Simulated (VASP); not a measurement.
# BN (Pnma) in VASP: notebook

The runs below take BN through single point, with LDA.

Everything below comes from runs of VASP 6.6.1. Logs are shortened: lines on timing, memory, paths and dates and some standing lists are left out, and cuts for length are marked.

### Step 1. The structure

It takes space group Pnma (No. 62, orthorhombic). Conventional cell: a = 4.880 Å, b = 2.591 Å, c = 4.292 Å, α = 90.00°, β = 90.00°, γ = 90.00°. Around N (site symmetry m) lie 4 B at 1.51 to 1.65 Å. Around B (site symmetry m) lie 4 N at 1.51 to 1.65 Å.

Measurements of this composition are mostly on another form, of space group No. 194.

### Step 2. Single point, LDA

INCAR

```
PREC = Accurate
ENCUT = 650
EDIFF = 1E-7
ISMEAR = 0
SIGMA = 0.05
LREAL = F
LASPH = T
NELM = 100
ALGO = Normal
ISIF = 2
LWAVE = F
LCHARG = F
NBANDS = 26
ADDGRID = F
```

KPOINTS

```
Automatic mesh
0
Gamma
  2 3 2
```

POSCAR

```
BN
1.0
    4.8800890000      0.0000000000      0.0000000000
    0.0000000000      2.5914640000      0.0000000000
    0.0000000000      0.0000000000      4.2920490000
N B
4 4
Direct
    0.3211300000      0.7500000000      0.1064860000
    0.6788700000      0.2500000000      0.8935140000
    0.1788700000      0.2500000000      0.6064860000
    0.8211300000      0.7500000000      0.3935140000
    0.3404130000      0.2500000000      0.9070960000
    0.1595870000      0.7500000000      0.4070960000
    0.8404130000      0.2500000000      0.5929040000
    0.6595870000      0.7500000000      0.0929040000
```

Potentials or basis: VASP PAW LDA potentials, release 64 (N, B).

Launch:

```sh
$ cat potpaw_LDA.64/N/POTCAR potpaw_LDA.64/B/POTCAR > POTCAR
$ mpirun -np 1 vasp_std > vasp.out
```

OUTCAR:

```text
PREC = Accurate
   ENCUT = 650
   EDIFF = 1E-7
   ISMEAR = 0
   LREAL = F
   LASPH = T
   NELM = 100
   ISIF = 2

 Found      8 irreducible k-points:

 Following reciprocal coordinates:
            Coordinates               Weight
  0.000000  0.000000  0.000000      1.000000
  0.500000  0.000000  0.000000      1.000000
  0.000000  0.333333  0.000000      2.000000
  0.500000  0.333333  0.000000      2.000000
  0.000000  0.000000  0.500000      1.000000
  0.500000  0.000000  0.500000      1.000000
   k-points           NKPTS =      8   k-points in BZ     NKDIM =      8   number of bands    NBANDS=     26
   number of dos      NEDOS =    301   number of ions     NIONS =      8
   total plane-waves  NPLWV =  36288
   dimension x,y,z NGX =    42 NGY =   24 NGZ =   36
   dimension x,y,z NGXF=    84 NGYF=   48 NGZF=   72
   ions per type =               4   4
   NGX,Y,Z   is equivalent  to a cutoff of  14.31, 15.40, 13.94 a.u.
   NGXF,Y,Z  is equivalent  to a cutoff of  28.62, 30.79, 27.89 a.u.
 SYSTEM =  unknown system
   PREC   = accura    normal or accurate (medium, high low for compatibility)
   ISTART =      0    job   : 0-new  1-cont  2-samecut
   ICHARG =      2    charge: 1-file 2-atom 10-const
   ISPIN  =      1    spin polarized calculation?
   LNONCOLLINEAR =      F non collinear calculations
   LSORBIT =      F    spin-orbit coupling
   LASPH  =      T    aspherical Exc in radial PAW
   ENCUT  =  650.0 eV  47.77 Ry    6.91 a.u.  10.14  5.39  8.92*2*pi/ulx,y,z
   NELM   =    100;   NELMIN=  2; NELMDL= -5     # of ELM steps
   EDIFF  = 0.1E-06   stopping-criterion for ELM
   LREAL  =      F    real-space projection
   EDIFFG = 0.1E-05   stopping-criterion for IOM
   NSW    =      0    number of steps for IOM
   IBRION =     -1    ionic relax: 0-MD 1-quasi-New 2-CG
   NFREE  =      0    steps in history (QN), initial steepest desc. (CG)
   ISIF   =      2    stress and relaxation
   ISYM   =      2    0-nonsym 1-usesym 2-fastsym
   POTIM  = 0.5000    time-step for ionic-motion
   TEBEG  =    0.0;   TEEND  =   0.0 temperature during run
   PSTRESS=    0.0 pullay stress
   NELECT =      32.0000    total number of electrons
   NUPDOWN=      -1.0000    fix difference up-down
   EMIN   =  10.00;   EMAX   =-10.00  energy-range for DOS
   EFERMI =   0.00;   METHOD = LEGACY
   ISMEAR =     0;   SIGMA  =   0.05  broadening in eV -4-tet -1-fermi 0-gaus
   EFERMI_NEDOS =   21; number of points for ismear=-14 and -15
   IALGO  =     38    algorithm
   IMIX   =      4    mixing-type and parameters
     AMIX     =   0.40;   BMIX     =  1.00
     AMIX_MAG =   1.60;   BMIX_MAG =  1.00
  volume/ion in A,a.u.               =       6.78        45.79
  Fermi-wavevector in a.u.,A,eV,Ry     =   1.372711  2.594047 25.637923  1.884334
  Thomas-Fermi vector in A             =   2.498293
   LORBIT       =      0    0 simple, 1 ext, 2 COOP (PROOUT), +10 PAW based schemes
   GGA     = CA    functional components
   LHFCALC =     F    Hartree Fock is set to
   AEXX    =    0.0000 exact exchange contribution
   IVDW    =     0    specifies the selected vdW correction
   LEPSILON=     F    determine dielectric tensor
   LRPA    =     F    only Hartree local field effects (RPA)
 non-spin polarized calculation
 Gauss-broadening in eV      SIGMA  =   0.05
  energy-cutoff  :      650.00
  volume of cell :       54.28
 maximum number of plane-waves:      2063
 NGX is ok and might be reduce to    42
   NGX = 21   NGY = 11   NGZ = 17

 number of electron      32.0000001 magnetization

 Free energy of the ion-electron system (eV)
  ---------------------------------------------------
  ext. energy  EPLUGINS =         0.00000000
  ---------------------------------------------------
  free energy    TOTEN  =       -75.51389647 eV

  energy without entropy =      -75.51389647  energy(sigma->0) =      -75.51389647

 E-fermi :   5.8552     XC(G=0): -12.1696

 val. band max:        5.5656788593   @ k =   0.0000   0.0000   0.0000
 cond. band min:      11.1822160841   @ k =   0.5000   0.0000   0.5000
 fundamental gap:      5.6165372248
 Fermi energy:         5.8551856228

 k-point     1 :       0.0000    0.0000    0.0000
  band No.  band energies     occupation
      1     -13.8798      2.00000
      2     -11.2913      2.00000
      3     -10.2486      2.00000
      4      -8.4852      2.00000
      5      -3.1886      2.00000
      6      -2.5622      2.00000
[... 18 lines left out ...]
     25      17.0987      0.00000
     26      17.7229      0.00000

 k-point     2 :       0.5000    0.0000    0.0000
  band No.  band energies     occupation
      1     -12.9957      2.00000
      2     -12.9957      2.00000
      3      -8.9089      2.00000
      4      -8.9089      2.00000
      5      -3.6971      2.00000
      6      -3.6971      2.00000
[... 18 lines left out ...]
     25      16.9842      0.00000
     26      16.9842      0.00000

 k-point     3 :       0.0000    0.3333    0.0000
  band No.  band energies     occupation
      1     -12.2163      2.00000
      2      -9.9453      2.00000
      3      -9.2091      2.00000
      4      -8.6911      2.00000
      5      -3.2729      2.00000
      6      -2.6001      2.00000
[... 18 lines left out ...]
     25      18.2611      0.00000
     26      19.0214      0.00000

 k-point     4 :       0.5000    0.3333    0.0000
  band No.  band energies     occupation
      1     -11.4123      2.00000
      2     -11.4123      2.00000
      3      -8.6266      2.00000
      4      -8.6266      2.00000
      5      -2.7728      2.00000
      6      -2.7728      2.00000
[... 18 lines left out ...]
     25      18.2020      0.00000
     26      18.2020      0.00000

 k-point     5 :       0.0000    0.0000    0.5000
  band No.  band energies     occupation
      1     -12.8115      2.00000
      2     -12.8115      2.00000
      3      -9.3409      2.00000
      4      -9.3409      2.00000
      5      -3.9616      2.00000
      6      -3.9616      2.00000
[... 18 lines left out ...]
     25      16.8291      0.00000
     26      16.8291      0.00000

 k-point     6 :       0.5000    0.0000    0.5000
  band No.  band energies     occupation
      1     -12.6166      2.00000
      2     -12.6166      2.00000
      3      -9.9577      2.00000
      4      -9.9577      2.00000
      5      -2.2441      2.00000
      6      -2.2441      2.00000
[... 18 lines left out ...]
     25      17.5472      0.00000
     26      17.5472      0.00000

 [... further k-points ...]

------------------------ aborting loop because EDIFF is reached ----------------------------------------

  FORCE on cell =-STRESS in cart. coord.  units (eV):
  Direction    XX          YY          ZZ          XY          YZ          ZX
  --------------------------------------------------------------------------------------
  -------------------------------------------------------------------------------------
  Total       -3.9149165     -3.1348867     -4.1001832      0.0000000      0.0000000      0.0000000
  in kB     -115.5567948    -92.5326151   -121.0253230      0.0000000      0.0000000      0.0000000
  external PRESSURE =    -109.7049110 kB  Pullay stress =       0.0000000 kB

 VOLUME and BASIS-vectors are now :
 -----------------------------------------------------------------------------
  energy-cutoff  :      650.00
  volume of cell :       54.28
      direct lattice vectors                 reciprocal lattice vectors
     4.880089000  0.000000000  0.000000000     0.204914296  0.000000000  0.000000000
     0.000000000  2.591464000  0.000000000     0.000000000  0.385882266  0.000000000
     0.000000000  0.000000000  4.292049000     0.000000000  0.000000000  0.232988952

 POSITION                                       TOTAL-FORCE (eV/Angst)
 -----------------------------------------------------------------------------------
      1.56714      1.94360      0.45704         0.164859     -0.000000     -0.147426
      3.31295      0.64787      3.83501        -0.164859      0.000000      0.147426
      0.87290      0.64787      2.60307        -0.164859     -0.000000     -0.147426
      4.00719      1.94360      1.68898         0.164859      0.000000      0.147426
      1.66125      0.64787      3.89330        -0.028203      0.000000      0.150834
      0.77880      1.94360      1.74728         0.028203     -0.000000      0.150834
      4.10129      0.64787      2.54477        -0.028203     -0.000000     -0.150834
      3.21884      1.94360      0.39875         0.028203     -0.000000     -0.150834
 -----------------------------------------------------------------------------------
    total drift:                               -0.000000     -0.000000     -0.000000

  FREE ENERGIE OF THE ION-ELECTRON SYSTEM (eV)
  ---------------------------------------------------
  free  energy   TOTEN  =       -75.5138964667 eV

  energy  without entropy=      -75.5138964667  energy(sigma->0) =      -75.51389647
```

Wall time 23 s (1 thread of AMD EPYC 7R43 (Zen 3), shared host); peak memory 0.11 GiB.

These settings aren't checked as converged: the numbers below hold their error.

What came out:

| Property | Result |
| --- | --- |
| Free energy | -75.5139 eV |
| Pressure | -11.0 GPa |
| Largest force | 0.221 eV/Å |
| Band gap on the k mesh | 5.62 eV, indirect (least direct gap 6.44 eV) |

Caveat: the k mesh is coarse (spacing up to 0.81 Å⁻¹), so the values aren't converged; an odd mesh through Γ misses points on the zone boundary, where band edges often lie.

### Step 3. Single point, LDA

Changes to INCAR since step 2:

```diff
@@ -1,6 +1,6 @@
 PREC = Accurate
-ENCUT = 650
+ENCUT = 460
 EDIFF = 1E-7
 ISMEAR = 0
-SIGMA = 0.05
+SIGMA = 0.5
 LREAL = F
```

KPOINTS

```
Automatic mesh
0
Gamma
  2 4 3
```

POSCAR is that of step 2.

Potentials or basis: VASP PAW LDA potentials, release 64 (N, B).

Launch:

```sh
$ cat potpaw_LDA.64/N/POTCAR potpaw_LDA.64/B/POTCAR > POTCAR
$ mpirun -np 1 vasp_std > vasp.out
```

Wall time 19 s (1 thread of AMD EPYC 7R43 (Zen 3), shared host); peak memory 0.09 GiB.

The run converged, but some of its settings lie outside the range that counts as converged, so its numbers aren't taken as properties of the crystal.

Results:

```yaml
Free_energy: -75.6763 eV
Pressure: -11.8 GPa
Largest_force: 0.120 eV/Å
Band_gap_on_the_k_mesh: 5.64 eV, indirect (least direct gap 6.46 eV)
```

Caveat: the k mesh is coarse (spacing up to 0.64 Å⁻¹), so the values aren't converged; the cutoff is under 1.25 times the usual one of these potentials, so pressure, stress and relaxed cells hold a basis-set (Pulay) error; an odd mesh through Γ misses points on the zone boundary, where band edges often lie.

### Step 4. Single point, LDA

Changes to INCAR since step 3:

```diff
@@ -4,3 +4,3 @@
 ISMEAR = 0
-SIGMA = 0.5
+SIGMA = 0.1
 LREAL = F
```

KPOINTS is that of step 3.

POSCAR is that of step 3.

Launch:

```sh
$ cat potpaw_LDA.64/N/POTCAR potpaw_LDA.64/B/POTCAR > POTCAR
$ mpirun -np 1 vasp_std > vasp.out
```

It took 17 s on 1 thread of AMD EPYC 7R43 (Zen 3), shared host; peak memory 0.09 GiB.

These settings aren't checked as converged: the numbers below hold their error.

What came out:

```
Free energy            : -75.6763 eV
Pressure               : -11.8 GPa
Largest force          : 0.120 eV/Å
Band gap on the k mesh : 5.64 eV, indirect (least direct gap 6.46 eV)
```

Caveat: the k mesh is coarse (spacing up to 0.64 Å⁻¹), so the values aren't converged; the cutoff is under 1.25 times the usual one of these potentials, so pressure, stress and relaxed cells hold a basis-set (Pulay) error; an odd mesh through Γ misses points on the zone boundary, where band edges often lie.

[end of part 1 of 2]
